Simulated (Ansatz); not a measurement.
**SnSe: energy along a strain**

SnSe, Fm-3m, a = 5.946 Å. This isn't the usual stable structure of the compound. Ansatz: PBEsol, PAW, 420 eV, Γ-centred 8×8×8 mesh on 2 atoms, Gaussian smearing 0.05 eV; no spin polarisation. Cell vectors (Å): 0.000 2.973 2.973; 2.973 0.000 2.973; 2.973 2.973 0.000. The cell is strained by x per cent times the pattern (0 1 0 0 0 0) in the order xx yy zz yz xz xy (engineering shears), with fractional coordinates held. y is the free energy over the start, V0 = 26.271 Å³/atom.

```
x (%) y (meV/atom)
-2.00          5.19
-1.50          2.86
-1.00          1.25
-0.50          0.31
 0.00          0.00
 0.50          0.30
 1.00          1.15
 1.50          2.54
 1.75          3.42
 2.00             ?
```

Task: Fit y = c2 x² + c3 x³ to the other rows, get the stiffness along the pattern, and predict the missing energy.

Result: Least squares on the rows shown. y = 1.201 x² − 0.04811 x³. The clamped-ion stiffness p·C·p = 2 × 12.01 eV × 160.2 / 26.271 Å³ = 146 GPa, which is C22 in these axes (C11 of the cubic crystal). At x = 2.00 the fit asked for gives 4.42 meV/atom. The run gave 4.42 meV/atom, the same to the digits shown.